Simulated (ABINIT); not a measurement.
Crystal: BAs.

```
CELL_PARAMETERS angstrom
0.00000 2.38850 2.38850
2.38850 0.00000 2.38850
2.38850 2.38850 0.00000
ATOMIC_POSITIONS crystal
As 0.75000 0.75000 0.75000
B 0.00000 0.00000 0.00000
```

Program: ABINIT 10.8.3 (patched build). Alike in all runs: task band structure; cell as given; k mesh 10 × 10 × 10; smearing fermi-dirac 0.05 eV.

Order these runs on this cell by their pressure, lowest first.
A. level SOGGA; potentials or basis JTH PAW PBE v2.0; spin off; cutoff (eV) 408; fine-grid cutoff 816.342 eV
B. level PBE; potentials or basis PseudoDojo NC SR PBE v0.4.1 standard; spin off; cutoff (eV) 1143
C. level LDA; potentials or basis JTH PAW LDA v2.0; spin SOC, no magnetisation; cutoff (eV) 408; fine-grid cutoff 816.342 eV

C (-4.1 GPa), A (-1.8 GPa), B (2.7 GPa).

Caveats: the PAW data sets were made with another functional, which shifts forces and pressure a little (some runs).
